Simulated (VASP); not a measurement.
# Al₂O₃: convergence, self-consistent run

Al₂O₃, R-3c (no. 167), 10 atoms in the cell. PBE; PAW potentials Al, O (PBE set). VASP 6.6.1.

Wanted: energy within 0.2 meV/atom; levels at the zone centre within 0.003 eV.

What the run is for: comparing ways to start; Accuracy asked: tight.

Levels at the zone centre: counted from the valence top at that point.

POSCAR:
```
Al2O3
1.0
    2.3802500000      1.3742379782      4.3318666667
   -2.3802500000      1.3742379782      4.3318666667
    0.0000000000     -2.7484759565      4.3318666667
Al O
4 6
Direct
    0.8521600000      0.8521600000      0.8521600000
    0.6478400000      0.6478400000      0.6478400000
    0.1478400000      0.1478400000      0.1478400000
    0.3521600000      0.3521600000      0.3521600000
    0.0566800000      0.7500000000      0.4433200000
    0.7500000000      0.4433200000      0.0566800000
    0.4433200000      0.0566800000      0.7500000000
    0.9433200000      0.2500000000      0.5566800000
    0.2500000000      0.5566800000      0.9433200000
    0.5566800000      0.9433200000      0.2500000000
```

## How the run starts (with a second run first, the time holds both)

| How the run starts (with a second run first, the time holds both) | Energy less reference (meV/atom) | Levels at the zone centre, largest deviation (eV) | Time (s) |
|---|---|---|---|
| from scratch: 13 SCF iterations | 0.00 | 0.0000 | 47 |
| orbitals of a nearby geometry (ISTART 1): 13 + 10 SCF iterations | 0.00 | 0.0003 | 204 |
| orbitals and density of a nearby geometry: 13 + 11 SCF iterations | 0.00 | 0.0001 | 218 |
| density of a nearby geometry (ICHARG 1): 13 + 13 SCF iterations | 0.00 | 0.0001 | 205 |
| orbitals in the old basis (ISTART 2), symmetry off: 13 + 10 SCF iterations | -0.14 | 0.0001 | 281 |

Chosen: from scratch: 13 SCF iterations; no other choice that stays within the tolerance saves 30 % of the time.

The chosen settings are those of the reference run.

Values of the reference run: Levels at the zone centre: -0.0449, 0, 6.215 eV from the valence top at Gamma.

## The input

INCAR:
```
GGA      = PE             # functional
ISMEAR   = 0              # smearing method
SIGMA    = 0.03           # smearing width, eV
LWAVE    = False          # write WAVECAR
LCHARG   = False          # write CHGCAR
ISIF     = 2              # what is computed and relaxed
PREC     = Accurate       # precision mode
LASPH    = True           # aspherical terms in the spheres
LREAL    = False          # projectors in reciprocal space
ALGO     = Normal         # electronic algorithm
EDIFF    = 1E-6           # SCF threshold, eV
NELM     = 120            # most SCF steps
GGA_COMPAT= False        
ENCUT    = 520            # plane-wave cutoff, eV
EFERMI   = MIDGAP        
```

KPOINTS:
```
k-points
0
Gamma
  6 6 6
```

Commands:
```
cat potpaw_PBE.64/Al/POTCAR potpaw_PBE.64/O/POTCAR > POTCAR
mpirun -np 1 vasp_std > vasp.out
```

The chosen input took VASP 6.6.1 47 s on 1 core (Intel Xeon 6975P-C (Granite Rapids)), a shared host.

## An input that fails: restart asked without its files

VASP's message: ERROR: charge density could not be read from file CHGCAR for ICHARG>10.

Changes against the starting input:
```
- NELM = 120
+ NELM = 60
+ ICHARG = 11
```
